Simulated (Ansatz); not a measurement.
# LaAlO3 (R-3c-perovskite type, space group R-3c), frozen-phonon scan

Starting cell, LaAlO₃ (R-3c-perovskite type, space group R-3c):

```xyz
10
Lattice="2.7066 1.5626 4.3978 -2.7066 1.5626 4.3978 0.0000 -3.1253 4.3978" Properties=species:S:1:pos:R:3 pbc="T T T"
La     0.0000     0.0000     3.2984
La     0.0000     0.0000     9.8951
Al     0.0000     0.0000     0.0000
Al     0.0000     0.0000     6.5967
O      0.2106     1.5626     7.6962
O     -1.4586    -0.5990     7.6962
O      1.2480    -0.9637     7.6962
O     -0.2106    -1.5626     5.4973
O      1.4586     0.5990     5.4973
O     -1.2480     0.9637     5.4973
```

A phonon eigenvector at Γ is frozen into this cell: atom i moves by Q times the vector below, so Q is the largest atomic displacement, in Å. The cell is held.

```
atom       x       y       z
----  ------  ------  ------
Al3    0.000   0.000  -1.000
Al4    0.000   0.000   1.000
O5     0.107   0.000   0.000
O6    -0.054   0.093   0.000
O7    -0.054  -0.093   0.000
O8     0.107   0.000   0.000
O9    -0.054   0.093   0.000
O10   -0.054  -0.093   0.000
```

Atoms not listed stay in place.

All values below come from PBE (plane waves to 420 eV, PAW, scalar-relativistic; Ansatz, a program for electronic structure). k mesh 8×8×8 (Γ-centred), Fermi-Dirac smearing 0.05 eV. Energies are smeared free energies. Compression counts positive. LaAlO3 is run without spin polarisation. LaAlO3 was relaxed with its symmetry unable to fall. The zero of ΔE is the undisplaced structure.

```
Q (Å)   ΔE (eV/cell)  P (GPa)  −dE/dQ from forces (eV/Å)
------  ------------  -------  -------------------------
-0.100        0.2235     0.59                      4.463
-0.083        0.1553     0.41                      3.723
-0.067        0.0994     0.26                      2.981
-0.050        0.0559     0.15                      2.237
-0.033        0.0249     0.07                      1.492
-0.017        0.0062     0.02                      0.746
0.000         0.0000     0.00                      0.000
0.017         0.0062     0.02                     -0.746
0.033         0.0249     0.07                     -1.492
0.050         0.0559     0.15                     -2.237
0.067         0.0994     0.26                     -2.981
0.083         0.1553     0.41                     -3.723
0.100         0.2235     0.59                     -4.463
```

Read from the data:

| Item | Value |
|---|---|
| Energy at Q = 0.100 Å | 223.5 meV/cell |
| Space group of the distorted cell | R32 (No. 155), lowered from R-3c |
| Symmetry of the curve | even: the same for both signs |
| Shape of the curve | a single well with its minimum at or next to zero displacement |
| Harmonic wavenumber from the curvature (finite differences) | 470 cm⁻¹ |
| Wavenumber by perturbation theory (DFPT, on another k mesh) | 470 cm⁻¹ |

(For displaced atoms, the force is minus the slope of the energy, and its curvature is a force constant, which sets phonon frequencies.)
